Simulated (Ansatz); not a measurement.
Step by step: Ru, relaxation of cell and atoms

The calculation used Ansatz 0.2.0, DFT, PBE, PAW with Ansatz's default frozen-core files, scalar-relativistic.

Command: `ansatz run input.yaml --threads 1 --pin off --max-ram 2048MiB --backend cpu --events-out ev --progress --plain --runs-dir out` The run took about 6.9 s on 1 thread of a shared machine.

```yaml
crystal:
  lattice:
    - [0.0, 2.9564995863, 2.9564995863]
    - [2.9564995863, 0.0, 2.9564995863]
    - [2.9564995863, 2.9564995863, 0.0]
  atoms:
    - { symbol: Ru, position: [0.0, 0.0, 0.0] }
    - { symbol: Ru, position: [0.25, 0.25, 0.25] }
kpoints:
  mp_grid: { grid: [10, 10, 10] }
scf:
  occupations: { method: fermi_dirac, width: 0.03 }
hamiltonian:
  xc: pbe
  pseudopotentials: { kind: paw }
output:
  forces: true
  stress: true
relax:
  f_tol: 0.005
  max_steps: 80
  cell: {}
```

The cell is built from the diamond type as a first guess.

The cutoff is 420 eV; energies and pressures of the walk include the program's estimate of the Pulay term.

Each frame lists the cell vectors (Å), then Cartesian positions (Å); symmetry keeps all forces zero. Free energies count from the first step, -11754.0422 eV.

The walk took 6 evaluations in all; steps that aren't listed are left out.

Step 1: E = 0.0 meV, P = -22.05 GPa

```
cell 0.0000 2.9565 2.9565 2.9565 0.0000 2.9565 2.9565 2.9565 0.0000
Ru    0.0000    0.0000    0.0000
Ru    1.4783    1.4783    1.4783
```

Step 2: E = -812.6 meV, P = -12.17 GPa

```
cell 0.0000 2.8124 2.8124 2.8124 0.0000 2.8124 2.8124 2.8124 0.0000
Ru    0.0000    0.0000    0.0000
Ru    1.4062    1.4062    1.4062
```

Step 3: E = -885.0 meV, P = 12.41 GPa

```
cell 0.0000 2.6685 2.6685 2.6685 0.0000 2.6685 2.6685 2.6685 0.0000
Ru    0.0000    0.0000    0.0000
Ru    1.3342    1.3342    1.3342
```

Step 4: E = -974.3 meV, P = -1.84 GPa

```
cell 0.0000 2.7374 2.7374 2.7374 0.0000 2.7374 2.7374 2.7374 0.0000
Ru    0.0000    0.0000    0.0000
Ru    1.3687    1.3687    1.3687
```

Question: How does the relaxation end?

Answer: It converges, with a = 5.454 Å, b = 5.454 Å, c = 5.454 Å, α = 90.00°, β = 90.00°, γ = 90.00° (conventional cell, space group Fd-3m). The last solve (on a basis chosen afresh for the final cell, so its energy is not quite comparable) gives E = -972.5 meV, P = 0.01 GPa:
```
cell 0.0000 2.7270 2.7270 2.7270 0.0000 2.7270 2.7270 2.7270 0.0000
Ru    0.0000    0.0000    0.0000
Ru    1.3635    1.3635    1.3635
```
